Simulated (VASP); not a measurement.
# Mg (I4/mmm) in VASP: a run that goes wrong, beside a sound one

Two runs on Mg: the first has a flaw, the second is sound.

Program: VASP 6.6.1. These are calculated values, not measurements. Logs are shortened: lines on timing, memory, paths and dates and some standing lists are left out, and cuts for length are marked.

## Step 1: Starting point

The structure is tetragonal, space group I4/mmm (No. 139). Conventional cell: a = 3.672 Å, b = 3.672 Å, c = 3.359 Å, α = 90.00°, β = 90.00°, γ = 90.00°. Around Mg (site symmetry 4/mmm) lie 10 Mg at 3.09 to 3.36 Å.

This isn't the form of Mg at room conditions, which is hcp.

## Step 2: A run with an altered input

Input file INCAR:

```
SYSTEM = Mg
PREC = Accurate
ENCUT = 600
EDIFF = 1E-6
ISMEAR = -1
SIGMA = 0.05
LREAL = .FALSE.
LASPH = .TRUE.
NELM = 56
ALGO = Normal
ISIF = 3
LWAVE = .FALSE.
LCHARG = .FALSE.
IBRION = 2
NSW = 30
EDIFFG = -0.01
LDAU = .TRUE.
LDAUTYPE = 2
LDAUL = 2 2 2 2 2
LDAUU = 4
```

Input file KPOINTS:

```
Automatic mesh
0
G
  11 11 11
  0 0 0
```

Input file POSCAR:

```
Mg
1.0
   -1.8359916300      1.8359916300      1.6794040200
    1.8359916300     -1.8359916300      1.6794040200
    1.8359916300      1.8359916300     -1.6794040200
Mg
1
Direct
    0.0000000000      0.0000000000      0.0000000000
```

Potentials or basis: VASP PAW LDA potentials, release 64 (Mg).

Run with:

```
$ cat potpaw_LDA.64/Mg/POTCAR > POTCAR
$ mpirun -np 1 vasp_std > vasp.out
```

OUTCAR:

```text
SYSTEM = Mg
   PREC = Accurate
   ENCUT = 600
   EDIFF = 1E-6
   ISMEAR = -1
   LREAL = .FALSE.
   LASPH = .TRUE.
   NELM = 56
   ISIF = 3
   IBRION = 2
   NSW = 30
   EDIFFG = -0.01

[... 571 lines left out ...]
  band No.  band energies     occupation
      1      -3.5745      2.00000
      2      11.1728      0.00000
      3      14.3749      0.00000
      4      14.4813      0.00000
      5      15.6199      0.00000

 [... further k-points ...]
[... 5 lines left out ...]
  --------------------------------------------------------------------------------------
  -------------------------------------------------------------------------------------
  Total        0.0089093      0.0089093      0.0021913     -0.0000000     -0.0000000     -0.0000000
  in kB        0.6636186      0.6636186      0.1632186     -0.0000000     -0.0000000     -0.0000000
  external PRESSURE =       0.4968186 kB  Pullay stress =       0.0000000 kB
[... 16 lines left out ...]
  FREE ENERGIE OF THE ION-ELECTRON SYSTEM (eV)
  ---------------------------------------------------
  free  energy   TOTEN  =        -1.7629825477 eV

  energy  without entropy=       -1.7605398396  energy(sigma->0) =       -1.76176119

 reached required accuracy - stopping structural energy minimisation
```

It took 35 s on 1 thread of Intel Xeon 6975P-C (Granite Rapids), shared host; peak memory 0.16 GiB.

The run converged. What is wrong with the input: wrong count of Hubbard values (LDAU = yes; LDAUTYPE = 2; LDAUL = 2 2 2 2 2; LDAUU = 4). The program ran through all the same, so the numbers look like a result but aren't the crystal's properties.

## Step 3: Relaxation of cell and atoms, LDA

Input file INCAR:

```
PREC = Accurate
ENCUT = 600
EDIFF = 1E-6
ISMEAR = -1
SIGMA = 0.05
LREAL = False
LASPH = True
NELM = 80
ALGO = Normal
ISIF = 3
LWAVE = False
LCHARG = False
IBRION = 2
NSW = 60
EDIFFG = -0.01
```

Input file KPOINTS:

```
Automatic mesh
0
Gamma
  11 11 11
```

POSCAR is that of step 2.

Potentials or basis: VASP PAW LDA potentials, release 64 (Mg).

Run with:

```
$ cat potpaw_LDA.64/Mg/POTCAR > POTCAR
$ mpirun -np 1 vasp_std > vasp.out
```

Run time: 37 s. Hardware: 1 thread of Intel Xeon 6975P-C (Granite Rapids), shared host; peak memory 0.15 GiB.

It converged, with:

```
Free energy                            : -1.7872 eV
Relaxed volume                         : 21.33 Å³/atom
Relaxed cell                           : a = 3.026 Å, b = 3.026 Å, c = 3.026 Å, α = 109.48°, β = 109.48°, γ = 109.44°
Space group after relaxing (to 0.05 Å) : Im-3m (No. 229)
Energy gained by relaxing              : 10.8 meV/atom
Ionic steps                            : 12
Pressure after relaxing                : 0.0 GPa
Band gap on the k mesh                 : none (metal or under the smearing width)
```

Step by step:
```csv
step,energy change (eV),largest force (eV/Å),pressure (GPa),volume (Å³)
1,0.0000,0.0000,-1.90,22.64
2,-0.0067,0.0000,-0.54,21.78
3,-0.0072,0.0000,-0.01,21.48
4,-0.0072,0.0000,0.03,21.46
5,-0.0073,0.0000,0.03,21.45
6,-0.0078,0.0000,0.03,21.43
7,-0.0088,0.0000,0.07,21.37
8,-0.0102,0.0000,0.20,21.24
9,-0.0086,0.0000,0.84,20.94
10,-0.0105,0.0000,0.32,21.17
11,-0.0107,0.0000,0.13,21.27
12,-0.0108,0.0000,0.00,21.33
```

Final structure:
```cif
data_structure
_symmetry_space_group_name_H-M 'P 1'
_symmetry_Int_Tables_number 1
_cell_length_a 3.0262
_cell_length_b 3.0262
_cell_length_c 3.0262
_cell_angle_alpha 109.485
_cell_angle_beta 109.485
_cell_angle_gamma 109.444
_cell_volume 21.33
loop_
_atom_site_label
_atom_site_type_symbol
_atom_site_fract_x
_atom_site_fract_y
_atom_site_fract_z
_atom_site_occupancy
Mg1 Mg 0.00000 0.00000 0.00000 1
```

Levels at points of the mesh, in eV from the Fermi level:
| k point | band 1 | band 2 | band 3 | band 4 |
| --- | --- | --- | --- | --- |
| (0.00, 0.00, 0.00) | -7.26 | 13.41 | 13.41 | 13.42 |
